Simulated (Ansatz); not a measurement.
Formation energy of CuO

Computed with Ansatz (plane waves, PAW, 420 eV cutoff): PBE, scalar-relativistic, collinear spin, 12×12×8 k-mesh, Gaussian smearing of 0.05 eV. The datasets are Ansatz's generated set soft_2.

The chain of runs began from a cell as deposited in COD, expanded in volume. The relaxation changed the space group from C2/c to P4_2/mmc (read at 0.02 Å), so the results may not describe the measured structure.

It takes space group Cccm (No. 66, orthorhombic). The conventional cell has a = 4.164 Å, b = 4.175 Å, c = 5.152 Å, α = 90.00°, β = 90.00°, γ = 90.00°. Cu (site symmetry 2/m) is surrounded by 4 O at 1.96 Å. O (site symmetry 222) is surrounded by 4 Cu at 1.96 Å. (Shells end 15 % past the nearest neighbour.)

The elements were computed in their standard states (gases as isolated molecules) with the same datasets, cutoff and functional. Total energies depend on the potentials used, so only differences within one code and one set of settings carry meaning.

Energy of the relaxed cell (4 atoms, smearing extrapolated to zero): -14382.563 eV. Elements, in eV/atom: Cu -6625.175, O -564.968.

Problem. What is the formation energy?

Solution. [-14382.563 − (2 × -6625.175 + 2 × -564.968)] / 4 = -0.57 eV/atom, or -55 kJ per mole of atoms.

The value is for 0 K, without zero-point energy and without any correction for the binding of gas molecules. Uncorrected semilocal values for oxides, chalcogenides and halides often miss by tenths of an eV an atom. A negative value shows stability against the elements alone, not against other compounds or structures.

